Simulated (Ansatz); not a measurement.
Runs of Ansatz 0.2.0 on Zr. The structure is hexagonal, space group P6_3/mmc (No. 194). Conventional cell: a = 3.232 Å, b = 3.232 Å, c = 5.147 Å, α = 90.00°, β = 90.00°, γ = 120.00°. Zr (site symmetry -6m2) has 12 Zr at 3.18 to 3.23 Å as nearest neighbours. 

```tsv
task	level	cell	k mesh	smearing	points for each segment of the path	mesh quality	gap on the mesh (eV)	pressure (GPa)	relaxed volume (Å³/atom)
relaxation of cell and atoms	revPBE+D4	relaxed	9 × 9 × 5	fermi-dirac 0.05 eV	-	not flagged	none	0.0	23.30
relaxation of cell and atoms	PBE	relaxed	9 × 9 × 5	fermi-dirac 0.05 eV	-	not flagged	-	0.0	23.39
single point	PBE	as given	9 × 9 × 5	gaussian 0.015 eV	-	not flagged	none	0.6	-
band structure	RPBE	as given	9 × 9 × 5	fermi-dirac 0.05 eV	14	not flagged	none	(a)	-
band structure	revPBE	as given	9 × 9 × 5	fermi-dirac 0.05 eV	14	not flagged	none	2.1	-
single point	PBE	as given	9 × 9 × 5	gaussian 0.011 eV	-	not flagged	none	0.6	-
single point	PBE	as given	9 × 9 × 5	gaussian 0.021 eV	-	not flagged	none	0.6	-
```

Alike in all rows: potentials or basis Ansatz PAW; no spin polarisation; cutoff (eV) 420.

**Question.** Estimate the missing entries.

**Answer.** (a) 2.7.

Caveats: the potentials were made for another functional, which shifts forces and pressure (some runs); the PAW data sets come from PBE, with cores solved anew for the run's functional, which leaves a small shift of forces and pressure (some runs); the plane-wave basis is chosen anew once the cell has moved, so the energies of steps on either side of that aren't comparable (some runs); pairwise dispersion overbinds metals, which lowers pressure and volume (some runs).

A k mesh can miss the band edges, and the runs leave out spin-orbit coupling on Zr.

A gap of «none» marks a metal or a gap under the smearing width.

Not every run made on this cell is shown here.
